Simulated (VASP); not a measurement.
# MgO (Periclase) (Fm-3m) in VASP: further runs

The runs below take MgO (Periclase) through relaxation of cell and atoms, with PBE, PBEsol, HSE06.

Everything below comes from runs of VASP 6.6.1. Logs are shortened: lines on timing, memory, paths and dates and some standing lists are left out, and cuts for length are marked.

**1. The crystal as given**

Symmetry: Fm-3m, No. 225, cubic system. Conventional cell: a = 4.233 Å, b = 4.233 Å, c = 4.233 Å, α = 90.00°, β = 90.00°, γ = 90.00°. Mg (site symmetry m-3m) is surrounded by 6 O at 2.12 Å. O (site symmetry m-3m) has 6 Mg at 2.12 Å as nearest neighbours.

**2. Relaxation of cell and atoms, PBE**

INCAR reads:

```
SYSTEM = MgO
  PREC = Accurate
  ENCUT = 300
  EDIFF = 1E-7
  ISMEAR = 0
  SIGMA = 0.03
  LREAL = .False.
  LASPH = .True.
  NELM = 80
  ALGO = Normal
  ISIF = 3
  LWAVE = .False.
  LCHARG = .False.
  GGA = PE
  IBRION = 2
  NSW = 90
  EDIFFG = -0.005
```

KPOINTS reads:

```
Automatic mesh
0
Gamma
  6 6 6
  0 0 0
```

POSCAR reads:

```
MgO                                     
1.0
   -0.0000000000      2.1162794563      2.1162794563
    2.1162794563     -0.0000000000      2.1162794563
    2.1162794563      2.1162794563      0.0000000000
  Mg              O             
     1     1
Direct
     0.0000000000000000    0.0000000000000000    0.0000000000000000
     0.5000000000000000    0.5000000000000000    0.5000000000000000
```

Potentials or basis: VASP PAW PBE potentials, release 64 (Mg, O_s).

Command:

```bash
$ cat potpaw_PBE.64/Mg/POTCAR potpaw_PBE.64/O_s/POTCAR > POTCAR
$ mpirun -np 1 vasp_std > vasp.out
```

OUTCAR:

```text
SYSTEM = MgO
   PREC = Accurate
   ENCUT = 300
   EDIFF = 1E-7
   ISMEAR = 0
   LREAL = .False.
   LASPH = .True.
   NELM = 80
   ISIF = 3
   GGA = PE
   IBRION = 2
   NSW = 90
   EDIFFG = -0.005

 ion  position               nearest neighbor table
   1  0.000  0.000  0.000-   2 2.12   2 2.12   2 2.12   2 2.12   2 2.12   2 2.12
   2  0.500  0.500  0.500-   1 2.12   1 2.12   1 2.12   1 2.12   1 2.12   1 2.12

  LATTYP: Found a face centered cubic cell.
 ALAT       =     4.2325589126

  Lattice vectors:

 A1 = (   0.0000000000,   2.1162794563,   2.1162794563)
 A2 = (   2.1162794563,   0.0000000000,   2.1162794563)
 A3 = (   2.1162794563,   2.1162794563,   0.0000000000)

Analysis of symmetry for initial positions (statically):
=====================================================================
 Subroutine PRICEL returns:
 Original cell was already a primitive cell.

 Routine SETGRP: Setting up the symmetry group for a
 face centered cubic supercell.

 Subroutine GETGRP returns: Found 48 space group operations
 (whereof 48 operations were pure point group operations)
 out of a pool of 48 trial point group operations.

The static configuration has the point symmetry O_h .

Analysis of symmetry for dynamics (positions and initial velocities):
=====================================================================
 Subroutine PRICEL returns:
 Original cell was already a primitive cell.

 Routine SETGRP: Setting up the symmetry group for a
 face centered cubic supercell.

 Subroutine GETGRP returns: Found 48 space group operations
 (whereof 48 operations were pure point group operations)
 out of a pool of 48 trial point group operations.

The dynamic configuration has the point symmetry O_h .

 Subroutine INISYM returns: Found 48 space group operations
 (whereof 48 operations are pure point group operations),
 and found     1 'primitive' translations

----------------------------------------------------------------------------------------

                                     Primitive cell

  volume of cell :      18.9561

  direct lattice vectors                    reciprocal lattice vectors
     0.000000000  2.116279456  2.116279456    -0.236263693  0.236263693  0.236263693
     2.116279456  0.000000000  2.116279456     0.236263693 -0.236263693  0.236263693
     2.116279456  2.116279456  0.000000000     0.236263693  0.236263693 -0.236263693

  length of vectors
     2.992871109  2.992871109  2.992871109     0.409220720  0.409220720  0.409220720

[... 65 lines left out ...]
   ISPIN  =      1    spin polarized calculation?
   LNONCOLLINEAR =      F non collinear calculations
   LSORBIT =      F    spin-orbit coupling
   LASPH  =      T    aspherical Exc in radial PAW
   ENCUT  =  300.0 eV  22.05 Ry    4.70 a.u.   4.23  4.23  4.23*2*pi/ulx,y,z
   NELM   =     80;   NELMIN=  2; NELMDL= -5     # of ELM steps
   EDIFF  = 0.1E-06   stopping-criterion for ELM
   LREAL  =      F    real-space projection
   EDIFFG = -.5E-02   stopping-criterion for IOM
   NSW    =     90    number of steps for IOM
   IBRION =      2    ionic relax: 0-MD 1-quasi-New 2-CG
   NFREE  =      1    steps in history (QN), initial steepest desc. (CG)
   ISIF   =      3    stress and relaxation
   ISYM   =      2    0-nonsym 1-usesym 2-fastsym
   POTIM  = 0.5000    time-step for ionic-motion
   TEBEG  =    0.0;   TEEND  =   0.0 temperature during run
   PSTRESS=    0.0 pullay stress
   NELECT =       8.0000    total number of electrons
   NUPDOWN=      -1.0000    fix difference up-down
   EMIN   =  10.00;   EMAX   =-10.00  energy-range for DOS
   EFERMI =   0.00;   METHOD = LEGACY
   ISMEAR =     0;   SIGMA  =   0.03  broadening in eV -4-tet -1-fermi 0-gaus
   EFERMI_NEDOS =   21; number of points for ismear=-14 and -15
   IALGO  =     38    algorithm
   IMIX   =      4    mixing-type and parameters
     AMIX     =   0.40;   BMIX     =  1.00
     AMIX_MAG =   1.60;   BMIX_MAG =  1.00
  volume/ion in A,a.u.               =       9.48        63.96
  Fermi-wavevector in a.u.,A,eV,Ry     =   1.227972  2.320531 20.516434  1.507915
  Thomas-Fermi vector in A             =   2.362915
   LORBIT       =      0    0 simple, 1 ext, 2 COOP (PROOUT), +10 PAW based schemes
   GGA     = PE    functional components
   LHFCALC =     F    Hartree Fock is set to
   AEXX    =    0.0000 exact exchange contribution
   IVDW    =     0    specifies the selected vdW correction
   LEPSILON=     F    determine dielectric tensor
   LRPA    =     F    only Hartree local field effects (RPA)
 conjugate gradient relaxation of ions
 non-spin polarized calculation
 Gauss-broadening in eV      SIGMA  =   0.03
  energy-cutoff  :      300.00
  volume of cell :       18.96
 maximum number of plane-waves:       233
 NGX is ok and might be reduce to    18
   NGX =  9   NGY =  9   NGZ =  9

--------------------------------------- Ionic step        1  -------------------------------------------

 number of electron       7.9999988 magnetization

 Free energy of the ion-electron system (eV)
  ---------------------------------------------------
  ext. energy  EPLUGINS =         0.00000000
  ---------------------------------------------------
  free energy    TOTEN  =       -11.91096931 eV

  energy without entropy =      -11.91096931  energy(sigma->0) =      -11.91096931

------------------------ aborting loop because EDIFF is reached ----------------------------------------

  FORCE on cell =-STRESS in cart. coord.  units (eV):
  Direction    XX          YY          ZZ          XY          YZ          ZX
  --------------------------------------------------------------------------------------
  -------------------------------------------------------------------------------------
  Total        0.0217735      0.0217735      0.0217735      0.0000000      0.0000000      0.0000000
  in kB        1.8403009      1.8403009      1.8403009      0.0000000      0.0000000      0.0000000
  external PRESSURE =       1.8403009 kB  Pullay stress =       0.0000000 kB
[... 59 lines left out ...]
--------------------------------------- Ionic step        3  -------------------------------------------

 number of electron       7.9999988 magnetization

 Free energy of the ion-electron system (eV)
  ---------------------------------------------------
  ext. energy  EPLUGINS =         0.00000000
  ---------------------------------------------------
  free energy    TOTEN  =       -11.91098040 eV

  energy without entropy =      -11.91098040  energy(sigma->0) =      -11.91098040

 E-fermi :   3.5248     XC(G=0): -11.0101

 val. band max:        3.3674432302   @ k =   0.0000   0.0000   0.0000
 cond. band min:       7.9498356429   @ k =   0.0000   0.0000   0.0000
 fundamental gap:      4.5823924127
 Fermi energy:         3.5248246775

 k-point     1 :       0.0000    0.0000    0.0000
  band No.  band energies     occupation
      1     -13.8055      2.00000
      2       3.3674      2.00000
      3       3.3674      2.00000
      4       3.3674      2.00000
      5       7.9498      0.00000
      6      19.1060      0.00000
      7      19.1060      0.00000
      8      19.1060      0.00000
[... 192 lines left out ...]
  FREE ENERGIE OF THE ION-ELECTRON SYSTEM (eV)
  ---------------------------------------------------
  free  energy   TOTEN  =       -11.9109803973 eV

  energy  without entropy=      -11.9109803973  energy(sigma->0) =      -11.91098040

 reached required accuracy - stopping structural energy minimisation
```

Wall time 3.8 s (1 thread of Intel Xeon 6975P-C (Granite Rapids), shared host); peak memory 0.11 GiB.

These settings aren't checked as converged: the numbers below hold their error.

Results:

* Free energy: -11.9110 eV
* Relaxed volume: 9.49 Å³/atom
* Relaxed cell: a = 2.994 Å, b = 2.994 Å, c = 2.994 Å, α = 60.00°, β = 60.00°, γ = 60.00°
* Space group after relaxing (to 0.05 Å): Fm-3m (No. 225)
* Energy gained by relaxing: 0.0 meV/atom
* Ionic steps: 3
* Band gap on the k mesh: 4.58 eV, direct

Caveat: the k mesh is coarse (spacing up to 0.43 Å⁻¹), so the values aren't converged; the cutoff is under 1.25 times the usual one of these potentials, so pressure, stress and relaxed cells hold a basis-set (Pulay) error.

**3. Relaxation of cell and atoms, PBEsol, target pressure 12 GPa, at which the enthalpy is minimised**

This run uses another cell than the first one, of 9.37 Å³/atom, 0.989 times its volume.

INCAR reads:

```
SYSTEM = MgO
ALGO = Normal
EDIFF = 1E-6
EDIFFG = -0.01
ENCUT = 600
GGA = PS
IBRION = 2
ISIF = 3
ISMEAR = 0
LASPH = .TRUE.
LCHARG = .FALSE.
LREAL = .FALSE.
LWAVE = .FALSE.
NELM = 80
NSW = 90
PREC = Accurate
PSTRESS = 120.0
SIGMA = 0.03
```

KPOINTS reads:

```
k-points
0
G
  12 12 12
  0 0 0
```

POSCAR reads:

```
MgO
1.0
    0.0000000000      2.1085000000      2.1085000000
    2.1085000000      0.0000000000      2.1085000000
    2.1085000000      2.1085000000      0.0000000000
Mg O
1 1
Direct
    0.0000000000      0.0000000000      0.0000000000
    0.5000000000      0.5000000000      0.5000000000
```

Potentials or basis: VASP PAW PBE potentials, release 64 (Mg, O).

Command:

```bash
$ cat potpaw_PBE.64/Mg/POTCAR potpaw_PBE.64/O/POTCAR > POTCAR
$ mpirun -np 1 vasp_std > vasp.out
```

Run time: 9.1 s. Hardware: 1 thread of Intel Xeon 6975P-C (Granite Rapids), shared host; peak memory 0.15 GiB.

Results (log left out):

```yaml
Free_energy: -12.4743 eV
Relaxed_volume: 8.73 Å³/atom
Relaxed_cell: a = 2.912 Å, b = 2.912 Å, c = 2.912 Å, α = 60.00°, β = 60.00°, γ = 60.00°
Space_group_after_relaxing_to_0.05_Å: Fm-3m (No. 225)
Energy_change_on_relaxing_the_enthalpy_is_what_falls: +20.5 meV/atom
Ionic_steps: 3
Pressure_after_relaxing: 12.0 GPa
Band_gap_on_the_k_mesh: 5.32 eV, direct
```

Step by step:
```csv
step,energy change (eV),largest force (eV/Å),pressure (GPa),volume (Å³)
1,0.0000,0.0000,-1.04,18.75
2,0.1130,0.0000,21.29,16.75
3,0.0410,0.0000,11.97,17.45
```

Final structure:
```
Mg O
1.0
     0.00000    2.05879    2.05879
     2.05879    0.00000    2.05879
     2.05879    2.05879    0.00000
Mg O
1 1
Direct
  0.00000 0.00000 0.00000
  0.50000 0.50000 0.50000
```

Levels at points of the mesh, in eV from the valence-band top:
```csv
k point,band 1,band 2,band 3,band 4,band 5,band 6,band 7,band 8
"(0.00, 0.00, 0.00)",-17.57,0.00,0.00,0.00,5.32,16.01,16.01,16.01
"(0.50, 0.00, 0.00)",-16.08,-4.99,-0.74,-0.74,8.18,13.28,16.88,16.88
"(0.50, 0.50, 0.00)",-15.79,-4.43,-1.46,-1.46,8.99,10.63,13.71,19.90
```

Caveat: the cell is relaxed towards a set pressure, so the enthalpy falls and the energy may rise; the PAW data sets were made with another functional, which shifts forces and pressure a little.

**4. Relaxation of cell and atoms, PBEsol, target pressure 12 GPa, at which the enthalpy is minimised**

This run uses another cell than the first one, of 8.73 Å³/atom, 0.921 times its volume.

Edit INCAR of step 3 so:

```diff
@@ -2,4 +2,4 @@
 ALGO = Normal
-EDIFF = 1E-6
-EDIFFG = -0.01
+EDIFF = 1E-7
+EDIFFG = -0.005
 ENCUT = 600
```

KPOINTS is that of step 3.

POSCAR reads:

```
MgO                                     
1.0
    0.0000000000      2.0587901046      2.0587901046
    2.0587901046     -0.0000000000      2.0587901046
    2.0587901046      2.0587901046      0.0000000000
  Mg              O             
     1     1
Direct
     0.0000000000000000    0.0000000000000000    0.0000000000000000
     0.5000000000000000    0.5000000000000000    0.5000000000000000
```

Potentials or basis: VASP PAW PBE potentials, release 64 (Mg, O).

Command:

```bash
$ cat potpaw_PBE.64/Mg/POTCAR potpaw_PBE.64/O/POTCAR > POTCAR
$ mpirun -np 1 vasp_std > vasp.out
```

OUTCAR:

```text
SYSTEM = MgO
   EDIFF = 1E-7
   EDIFFG = -0.005
   ENCUT = 600
   GGA = PS
   IBRION = 2
   ISIF = 3
   ISMEAR = 0
   LASPH = .TRUE.
   LREAL = .FALSE.
   NELM = 80
   NSW = 90
   PREC = Accurate
   PSTRESS = 120.0

 ion  position               nearest neighbor table
   1  0.000  0.000  0.000-   2 2.06   2 2.06   2 2.06   2 2.06   2 2.06   2 2.06
   2  0.500  0.500  0.500-   1 2.06   1 2.06   1 2.06   1 2.06   1 2.06   1 2.06

  LATTYP: Found a face centered cubic cell.
 ALAT       =     4.1175802092

[... 456 lines left out ...]

  FORCE on cell =-STRESS in cart. coord.  units (eV):
  Direction    XX          YY          ZZ          XY          YZ          ZX
  --------------------------------------------------------------------------------------
  -------------------------------------------------------------------------------------
  Total        1.3105862      1.3105862      1.3105862      0.0000000      0.0000000      0.0000000
  in kB      120.3122841    120.3122841    120.3122841      0.0000000      0.0000000      0.0000000
  external PRESSURE =       0.3122841 kB  Pullay stress =     120.0000000 kB

 VOLUME and BASIS-vectors are now :
 -----------------------------------------------------------------------------
  energy-cutoff  :      600.00
  volume of cell :       17.45
      direct lattice vectors                 reciprocal lattice vectors
     0.000000000  2.058790105  2.058790105    -0.242861086  0.242861086  0.242861086
     2.058790105  0.000000000  2.058790105     0.242861086 -0.242861086  0.242861086
     2.058790105  2.058790105  0.000000000     0.242861086  0.242861086 -0.242861086

 POSITION                                       TOTAL-FORCE (eV/Angst)
 -----------------------------------------------------------------------------------
      0.00000      0.00000      0.00000         0.000000      0.000000     -0.000000
      2.05879      2.05879      2.05879        -0.000000     -0.000000      0.000000
 -----------------------------------------------------------------------------------
    total drift:                               -0.000000     -0.000000      0.000000

  FREE ENERGIE OF THE ION-ELECTRON SYSTEM (eV)
  ---------------------------------------------------
  free  energy   TOTEN  =       -12.4708368391 eV

  energy  without entropy=      -12.4708368391  energy(sigma->0) =      -12.47083684

  enthalpy is  TOTEN    =       -11.1636523803 eV   P V=        1.3071844588

 reached required accuracy - stopping structural energy minimisation
```

Run time: 4.3 s. Hardware: 1 thread of Intel Xeon 6975P-C (Granite Rapids), shared host; peak memory 0.14 GiB.

Results:

```
Free energy             : -12.4708 eV
Pressure after relaxing : 12.0 GPa
Band gap on the k mesh  : 5.32 eV, direct
```

Final structure:
```cif
data_structure
_symmetry_space_group_name_H-M 'P 1'
_symmetry_Int_Tables_number 1
_cell_length_a 2.9116
_cell_length_b 2.9116
_cell_length_c 2.9116
_cell_angle_alpha 60.000
_cell_angle_beta 60.000
_cell_angle_gamma 60.000
_cell_volume 17.45
loop_
_atom_site_label
_atom_site_type_symbol
_atom_site_fract_x
_atom_site_fract_y
_atom_site_fract_z
_atom_site_occupancy
Mg1 Mg 0.00000 0.00000 0.00000 1
O1 O 0.50000 0.50000 0.50000 1
```

Levels at points of the mesh, in eV from the valence-band top:
```tsv
k point	band 1	band 2	band 3	band 4	band 5	band 6	band 7	band 8
(0.00, 0.00, 0.00)	-17.57	0.00	0.00	0.00	5.32	16.01	16.01	16.01
(0.50, 0.00, 0.00)	-16.08	-4.99	-0.74	-0.74	8.18	13.28	16.88	16.88
(0.50, 0.50, 0.00)	-15.79	-4.43	-1.46	-1.46	8.99	10.63	13.71	19.90
```

Caveat: the relaxation stopped at its first step, so nothing moved; the cell is relaxed towards a set pressure, so the enthalpy falls and the energy may rise; the PAW data sets were made with another functional, which shifts forces and pressure a little.

(Continued in part 2 of 2.)
